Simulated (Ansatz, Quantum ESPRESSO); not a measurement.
# puckered SnSe, 1 layer: the gap along the path at a withheld member of a series

**Set-up.** Quantum ESPRESSO 7.5, PBE, GBRV ultrasoft. Cell and atoms are first relaxed; each strained cell is then held and the atoms relax in it. A periodic run with 15 Å of vacuum in the starting cell gives the vacuum levels, and bands follow along a path. The series steps biaxial strain.

```
biaxial strain  gap along the path (eV)
          -4 %                    0.563
          -3 %                    0.513
          -2 %                    0.578
          -1 %                    0.638
           0 %                    0.778
           1 %                    0.907
           3 %                    1.093
           4 %                    1.177
```

To predict: What is the gap along the path at 2 %?

**Fit.** The rows at 1 % and 3 % give a slope of (1.093 − (0.907))/(3 − (1)) = 0.093, so a straight line gives 1.000 eV. A parabola through these and the row at 0 % gives 1.012 eV.

**Check.** 1.006 eV. The line misses by −0.006 and the parabola by +0.006 eV.

Caveats: Semilocal gaps are too small; the 1×1 cell can't ripple over many cells under compression as a free sheet would. No spin-orbit coupling.

[Logs are printed without paths, hosts, clocks, repeated set-up lines and the standing remarks that a program may print on its own settings, such as how far it seeks lower states.]
